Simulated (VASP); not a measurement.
# HC16 (a cell with a defect) in VASP: a series of runs

Runs on HC16 (a cell with a defect). Level: PBE. Tasks: single point.

All numbers are computed with VASP 6.6.1; they aren't measurements. Logs are shortened: lines on timing, memory, paths and dates and some standing lists are left out, and cuts for length are marked.

**1. The crystal as given**

The cell holds a defect, 17 atoms: a = 5.049 Å, b = 5.049 Å, c = 5.049 Å, α = 60.00°, β = 60.00°, γ = 60.00°.

The cell was built by a generator and needn't be a form met in nature.

**2. Single point, PBE**

INCAR reads:

```
  PREC = Accurate
  ENCUT = 520
  EDIFF = 1E-7
  ISMEAR = -1
  SIGMA = 0.02
  LREAL = Auto
  LASPH = T
  NELM = 80
  ALGO = Normal
  ISIF = 2
  LWAVE = F
  LCHARG = T
  GGA = PE
  LELF = T
  LVHAR = T
  NELECT = 64.0
  NBANDS = 46
```

KPOINTS reads:

```
regular mesh
0
Gamma
  2 2 2
```

POSCAR reads:

```
HC16
1.0
    0.0000000000      3.5700000000      3.5700000000
    3.5700000000      0.0000000000      3.5700000000
    3.5700000000      3.5700000000      0.0000000000
C H
16 1
Direct
    0.0129551821      0.0081932773     -0.0286134454
    0.1483753501      0.1118487395      0.1027450980
    0.0493837535     -0.0088795518      0.4734733894
    0.1725350140      0.1293417367      0.5731792717
    0.0506162465      0.5129691877     -0.0287955182
    0.1693557423      0.6272268908      0.1006442577
    0.0186134454      0.4881092437      0.4769887955
    0.1531652661      0.6284873950      0.6024089636
    0.5304901961     -0.0102380952     -0.0280812325
    0.6440196078      0.1177450980      0.1021988796
    0.5422268908      0.0149439776      0.4621708683
    0.6692717087      0.1203641457      0.5947338936
    0.5321848739      0.4982072829     -0.0419047619
    0.6515406162      0.6196358543      0.1203361345
    0.5272689076      0.4899019608      0.4896218487
    0.6555882353      0.6395938375      0.5911904762
    0.8198879552      0.4368347339      0.9545378151
```

Potentials or basis: VASP PAW PBE potentials, release 64 (C, H).

Launch:

```bash
cat potpaw_PBE.64/C/POTCAR potpaw_PBE.64/H/POTCAR > POTCAR
mpirun -np 1 vasp_std > vasp.out
```

OUTCAR:

```text
PREC = Accurate
   ENCUT = 520
   EDIFF = 1E-7
   ISMEAR = -1
   LREAL = Auto
   LASPH = T
   NELM = 80
   ISIF = 2
   GGA = PE
   NELECT = 64.0

 ion  position               nearest neighbor table
   1  0.013  0.008  0.971-  10 1.52   2 1.53   6 1.58   4 1.65
   2  0.148  0.112  0.103-   1 1.53   3 1.53   9 1.58   5 1.66
   3  0.049  0.991  0.473-   4 1.49   8 1.50   2 1.53  12 1.57
   4  0.173  0.129  0.573-   7 1.49   3 1.49  11 1.53   1 1.65
   5  0.051  0.513  0.971-  17 1.45   6 1.49   8 1.53  14 1.65   2 1.66
   6  0.169  0.627  0.101-   5 1.49  13 1.50   7 1.56   1 1.58
   7  0.019  0.488  0.477-   4 1.49  16 1.50   6 1.56   8 1.65
   8  0.153  0.628  0.602-   3 1.50   5 1.53  15 1.54   7 1.65
   9  0.530  0.990  0.972-  14 1.53  10 1.53  12 1.56   2 1.58
  10  0.644  0.118  0.102-  11 1.49   1 1.52   9 1.53  13 1.57
  11  0.542  0.015  0.462-  10 1.49  12 1.51   4 1.53  16 1.55
  12  0.669  0.120  0.595-  11 1.51  15 1.53   9 1.56   3 1.57
  13  0.532  0.498  0.958-  17 1.32   6 1.50  16 1.52  10 1.57  14 1.67
  14  0.652  0.620  0.120-  17 1.25  15 1.52   9 1.53   5 1.65  13 1.67
  15  0.527  0.490  0.490-  14 1.52  12 1.53   8 1.54  16 1.57
  16  0.656  0.640  0.591-   7 1.50  13 1.52  11 1.55  15 1.57
  17  0.820  0.437  0.955-  14 1.25  13 1.32   5 1.45

  LATTYP: Found a face centered cubic cell.
 ALAT       =     7.1400000000

  Lattice vectors:

 A1 = (   0.0000000000,   3.5700000000,   3.5700000000)
 A2 = (   3.5700000000,   0.0000000000,   3.5700000000)
 A3 = (   3.5700000000,   3.5700000000,   0.0000000000)

Analysis of symmetry for initial positions (statically):
=====================================================================
 Subroutine PRICEL returns:
 Original cell was already a primitive cell.

 Routine SETGRP: Setting up the symmetry group for a
 face centered cubic supercell.

 Subroutine GETGRP returns: Found  1 space group operations
 (whereof  1 operations were pure point group operations)
 out of a pool of 48 trial point group operations.

The static configuration has the point symmetry C_1 .

Analysis of symmetry for dynamics (positions and initial velocities):
=====================================================================
 Subroutine PRICEL returns:
 Original cell was already a primitive cell.

 Routine SETGRP: Setting up the symmetry group for a
 face centered cubic supercell.

 Subroutine GETGRP returns: Found  1 space group operations
 (whereof  1 operations were pure point group operations)
 out of a pool of 48 trial point group operations.

The dynamic configuration has the point symmetry C_1 .

 Subroutine INISYM returns: Found  1 space group operations
 (whereof  1 operations are pure point group operations),
 and found     1 'primitive' translations

----------------------------------------------------------------------------------------

                                     Primitive cell

  volume of cell :      90.9986

  direct lattice vectors                    reciprocal lattice vectors
     0.000000000  3.570000000  3.570000000    -0.140056022  0.140056022  0.140056022
     3.570000000  0.000000000  3.570000000     0.140056022 -0.140056022  0.140056022
     3.570000000  3.570000000  0.000000000     0.140056022  0.140056022 -0.140056022

  length of vectors
     5.048742418  5.048742418  5.048742418     0.242584147  0.242584147  0.242584147

  position of ions in fractional coordinates (direct lattice)
     0.012955182  0.008193277  0.971386555
     0.148375350  0.111848739  0.102745098
     0.049383754  0.991120448  0.473473389
     0.172535014  0.129341737  0.573179272
     0.050616246  0.512969188  0.971204482
     0.169355742  0.627226891  0.100644258
[... 9 lines left out ...]
     0.655588235  0.639593838  0.591190476
     0.819887955  0.436834734  0.954537815

  ion indices of the primitive-cell ions
   primitive index   ion index
                 1           1
                 2           2
                 3           3
                 4           4
                 5           5
                 6           6
[... 9 lines left out ...]
                16          16
                17          17

----------------------------------------------------------------------------------------

 KPOINTS: regular mesh

Automatic generation of k-mesh.
 Grid dimensions read from file:
 generate k-points for:    2    2    2

 Generating k-lattice:

  Cartesian coordinates                     Fractional coordinates (reciprocal lattice)
    -0.070028011  0.070028011  0.070028011     0.500000000  0.000000000  0.000000000
     0.070028011 -0.070028011  0.070028011     0.000000000  0.500000000  0.000000000
     0.070028011  0.070028011 -0.070028011     0.000000000  0.000000000  0.500000000

  Length of vectors
     0.121292073  0.121292073  0.121292073

  Shift w.r.t. Gamma in fractional coordinates (k-lattice)
     0.000000000  0.000000000  0.000000000

 Subroutine IBZKPT returns following result:
 ===========================================

 Found      8 irreducible k-points:

 Following reciprocal coordinates:
            Coordinates               Weight
  0.000000  0.000000  0.000000      1.000000
  0.500000  0.000000  0.000000      1.000000
  0.000000  0.500000  0.000000      1.000000
  0.000000  0.000000  0.500000      1.000000
  0.500000  0.500000  0.500000      1.000000
  0.500000  0.500000  0.000000      1.000000
  0.000000  0.500000  0.500000      1.000000
  0.500000  0.000000  0.500000      1.000000
   k-points           NKPTS =      8   k-points in BZ     NKDIM =      8   number of bands    NBANDS=     46
   number of dos      NEDOS =    301   number of ions     NIONS =     17
   total plane-waves  NPLWV =  64000
   dimension x,y,z NGX =    40 NGY =   40 NGZ =   40
   dimension x,y,z NGXF=    80 NGYF=   80 NGZF=   80
   ions per type =              16   1
   NGX,Y,Z   is equivalent  to a cutoff of  13.17, 13.17, 13.17 a.u.
   NGXF,Y,Z  is equivalent  to a cutoff of  26.34, 26.34, 26.34 a.u.
 SYSTEM =  unknown system
   PREC   = accura    normal or accurate (medium, high low for compatibility)
   ISTART =      0    job   : 0-new  1-cont  2-samecut
   ICHARG =      2    charge: 1-file 2-atom 10-const
   ISPIN  =      1    spin polarized calculation?
   LNONCOLLINEAR =      F non collinear calculations
   LSORBIT =      F    spin-orbit coupling
   LASPH  =      T    aspherical Exc in radial PAW
   ENCUT  =  520.0 eV  38.22 Ry    6.18 a.u.   9.39  9.39  9.39*2*pi/ulx,y,z
   NELM   =     80;   NELMIN=  2; NELMDL= -5     # of ELM steps
   EDIFF  = 0.1E-06   stopping-criterion for ELM
   LREAL  =      T    real-space projection
   EDIFFG = 0.1E-05   stopping-criterion for IOM
   NSW    =      0    number of steps for IOM
   IBRION =     -1    ionic relax: 0-MD 1-quasi-New 2-CG
   NFREE  =      0    steps in history (QN), initial steepest desc. (CG)
   ISIF   =      2    stress and relaxation
   ISYM   =      2    0-nonsym 1-usesym 2-fastsym
   POTIM  = 0.5000    time-step for ionic-motion
   TEBEG  =    0.0;   TEEND  =   0.0 temperature during run
   PSTRESS=    0.0 pullay stress
   NELECT =      64.0000    total number of electrons
   NUPDOWN=      -1.0000    fix difference up-down
   EMIN   =  10.00;   EMAX   =-10.00  energy-range for DOS
   EFERMI =   0.00;   METHOD = LEGACY
   ISMEAR =    -1;   SIGMA  =   0.02  broadening in eV -4-tet -1-fermi 0-gaus
   EFERMI_NEDOS =   21; number of points for ismear=-14 and -15
   IALGO  =     38    algorithm
   IMIX   =      4    mixing-type and parameters
     AMIX     =   0.40;   BMIX     =  1.00
     AMIX_MAG =   1.60;   BMIX_MAG =  1.00
  volume/ion in A,a.u.               =       5.35        36.12
  Fermi-wavevector in a.u.,A,eV,Ry     =   1.455872  2.751200 28.838420  2.119564
  Thomas-Fermi vector in A             =   2.572856
   LORBIT       =      0    0 simple, 1 ext, 2 COOP (PROOUT), +10 PAW based schemes
   GGA     = PE    functional components
   LHFCALC =     F    Hartree Fock is set to
   AEXX    =    0.0000 exact exchange contribution
   IVDW    =     0    specifies the selected vdW correction
   LEPSILON=     F    determine dielectric tensor
   LRPA    =     F    only Hartree local field effects (RPA)
 non-spin polarized calculation
  energy-cutoff  :      520.00
  volume of cell :       91.00
 maximum number of plane-waves:      2452
 NGX is ok and might be reduce to    40
   NGX = 19   NGY = 19   NGZ = 19

 number of electron      64.0000001 magnetization

 Free energy of the ion-electron system (eV)
  ---------------------------------------------------
  ext. energy  EPLUGINS =         0.00000000
  ---------------------------------------------------
  free energy    TOTEN  =      -152.60161982 eV

  energy without entropy =     -152.60161982  energy(sigma->0) =     -152.60161982

 E-fermi :  10.4910     XC(G=0): -13.2497

 val. band max:        9.9928470871   @ k =   0.0000   0.0000   0.0000
 cond. band min:      12.3067470962   @ k =   0.0000   0.0000   0.0000
 fundamental gap:      2.3139000091
 Fermi energy:        10.4910156171

 k-point     1 :       0.0000    0.0000    0.0000
  band No.  band energies     occupation
      1     -11.9357      2.00000
      2      -6.8480      2.00000
      3      -6.0256      2.00000
      4      -5.8521      2.00000
      5      -5.7615      2.00000
      6      -4.7574      2.00000
[... 36 lines left out ...]
     43      17.5732      0.00000
     44      17.6661      0.00000

 k-point     2 :       0.5000    0.0000    0.0000
  band No.  band energies     occupation
      1     -10.5952      2.00000
      2      -9.8259      2.00000
      3      -6.6619      2.00000
      4      -5.9968      2.00000
      5      -5.8974      2.00000
      6      -5.5749      2.00000
[... 274 lines left out ...]
 k-point     8 :       0.5000    0.0000    0.5000
  band No.  band energies     occupation
      1     -10.0934      2.00000
      2      -9.3250      2.00000
      3      -7.8274      2.00000
      4      -7.4285      2.00000
      5      -7.0608      2.00000
      6      -6.9475      2.00000
[... 36 lines left out ...]
     43      19.6796      0.00000
     44      19.9173      0.00000
 [bands above 44 left out]

------------------------ aborting loop because EDIFF is reached ----------------------------------------

  FORCE on cell =-STRESS in cart. coord.  units (eV):
  Direction    XX          YY          ZZ          XY          YZ          ZX
  --------------------------------------------------------------------------------------
  -------------------------------------------------------------------------------------
  Total       -6.2679876     -4.8519449     -5.2429808      1.1673682      1.3941280      1.2307017
  in kB     -110.3580626    -85.4263401    -92.3111588     20.5534067     24.5458788     21.6684944
  external PRESSURE =     -96.0318538 kB  Pullay stress =       0.0000000 kB

 VOLUME and BASIS-vectors are now :
 -----------------------------------------------------------------------------
  energy-cutoff  :      520.00
  volume of cell :       91.00
      direct lattice vectors                 reciprocal lattice vectors
     0.000000000  3.570000000  3.570000000    -0.140056022  0.140056022  0.140056022
     3.570000000  0.000000000  3.570000000     0.140056022 -0.140056022  0.140056022
     3.570000000  3.570000000  0.000000000     0.140056022  0.140056022 -0.140056022

 POSITION                                       TOTAL-FORCE (eV/Angst)
 -----------------------------------------------------------------------------------
      3.49710      3.51410      0.07550        -2.161176      2.112758      1.392521
      0.76610      0.89650      0.92900         0.493098      0.683781      3.197882
      5.22860      1.86660      3.71460        -0.223476     -2.820673     -0.800892
      2.50800      2.66220      1.07770         2.678719      1.622678     -2.669751
      5.29850      3.64790      2.01200        -1.655478     -0.054475     -3.118087
      2.59850      0.96390      2.84380         1.185778     -2.269592     -1.370351
[... 9 lines left out ...]
      4.39390      4.45100      4.62380        -1.453587     -0.352151     -1.760765
      4.96720      6.33470      4.48650         1.331286      0.118256     -0.123675
 -----------------------------------------------------------------------------------
    total drift:                               -0.008531      0.006719      0.002728

  FREE ENERGIE OF THE ION-ELECTRON SYSTEM (eV)
  ---------------------------------------------------
  free  energy   TOTEN  =      -152.6016198199 eV

  energy  without entropy=     -152.6016198199  energy(sigma->0) =     -152.60161982
```

Wall time 31 s (1 thread of Intel Xeon 6975P-C (Granite Rapids), shared host); peak memory 0.23 GiB.

Results:

- Free energy: -152.6016 eV
- Largest force: 4.953 eV/Å
- Band gap on the k mesh: 2.31 eV, direct

Forces in eV/Å, atoms in the order of the input:
```
C   -2.161  2.113  1.393
C    0.493  0.684  3.198
C   -0.223 -2.821 -0.801
C    2.679  1.623 -2.670
C   -1.655 -0.054 -3.118
C    1.186 -2.270 -1.370
C    0.884  1.077  4.753
C   -1.326  1.065 -0.538
C    0.493 -0.475 -0.728
C   -1.176 -0.613  1.974
C   -0.526 -0.055 -2.422
C    1.086  0.626 -0.312
C    0.905  0.722 -0.863
C   -0.263 -0.330  2.089
C   -0.272 -1.057  1.300
C   -1.454 -0.352 -1.761
H    1.331  0.118 -0.124
```

Levels at points of the mesh, in eV from the valence-band top:
```csv
k point,band 28,band 29,band 30,band 31,band 32,band 33,band 34,band 35,band 36,band 37
"(0.00, 0.00, 0.00)",-2.62,-2.53,-0.36,-0.07,0.00,2.31,3.54,4.03,4.30,4.34
"(0.50, 0.00, 0.00)",-4.34,-2.34,-2.06,-1.70,-1.35,3.64,5.08,5.33,5.59,5.81
"(0.00, 0.50, 0.00)",-4.59,-2.30,-2.15,-1.57,-1.41,3.35,4.45,5.39,5.59,5.76
"(0.00, 0.00, 0.50)",-4.64,-2.15,-2.12,-1.61,-1.51,3.02,4.80,5.56,5.65,5.73
"(0.50, 0.50, 0.50)",-4.62,-2.30,-1.96,-1.62,-1.52,4.00,5.22,5.49,5.57,5.84
"(0.50, 0.50, 0.00)",-4.15,-3.26,-3.14,-2.99,-2.75,3.60,3.99,6.12,6.93,7.42
"(0.00, 0.50, 0.50)",-3.95,-3.38,-3.12,-2.86,-2.75,2.64,4.22,6.20,6.96,7.38
"(0.50, 0.00, 0.50)",-4.04,-3.22,-3.14,-2.87,-2.76,3.54,3.92,6.21,7.11,7.17
```

Caveat: the k mesh is coarse (spacing up to 0.76 Å⁻¹), so the values aren't converged; the cell carries a net charge on a neutralising background, which shifts energy and pressure; the cell is charged against a uniform background, so pressure and absolute levels hang on convention. PBE gaps usually lie below the measured ones, often by a third to a half.

[end of part 1 of 2]
